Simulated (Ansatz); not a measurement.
Fe2Ge:

```xyz
6
Lattice="4.1329 0.0000 0.0000 -2.0664 3.5792 0.0000 0.0000 0.0000 5.0088" Properties=species:S:1:pos:R:3 pbc="T T T"
Ge    0.0000    2.3861    3.7566
Ge    2.0664    1.1931    1.2522
Fe    0.0000    2.3861    1.2522
Fe    2.0664    1.1931    3.7566
Fe    0.0000    0.0000    2.5044
Fe    0.0000    0.0000    0.0000
```

The cell is a database's computed one.

Alike in all runs: program Ansatz 0.2.0; functional PBEsol; potentials or basis Ansatz PAW; cutoff 420 eV (not typed: the program's choice for these potentials); k mesh 8 × 8 × 6; occupations fermi-dirac, width 0.05 eV.

The same cell was started in several ways:

| start | free energy over the lowest (meV/atom) | net moment (μB) | site or absolute moments (μB) | gap |
| --- | --- | --- | --- | --- |
| no spin polarisation | 202.6 | - | - | none (metal or under the smearing width) |
| collinear spin, ferrimagnetic start of up to 3 μB | 80.0 | 0.00 | Ge +0.01, -0.01; Fe +1.57, -1.57, +2.04, -2.04 | none (metal or under the smearing width) |
| collinear spin, ferromagnetic start of up to 3 μB | 0.0 | 7.61 | Ge -0.06; Fe +1.47, +2.40 | none (metal or under the smearing width) |
| collinear spin, ferromagnetic start of up to 4.5 μB | 0.0 | 7.61 | Ge -0.06; Fe +1.47, +2.40 | none (metal or under the smearing width) |
| collinear spin, antiferromagnetic start of up to 3 μB | 80.0 | 0.00 | Ge +0.01, -0.01; Fe +1.57, -1.57, +2.04, -2.04 | none (metal or under the smearing width) |
| collinear spin, random start of up to 3.35 μB | 0.0 | 7.61 | Ge -0.06; Fe +1.47, +2.40 | none (metal or under the smearing width) |

The spin-polarised runs without a constraint all converged, yet they end up to 80 meV/atom apart: a converged run can sit in a state that isn't the lowest. Allowing spin polarisation gains 203 meV/atom. A still lower state may exist.

Caveats: the magnetic or orbital state may not be the lowest (some runs).
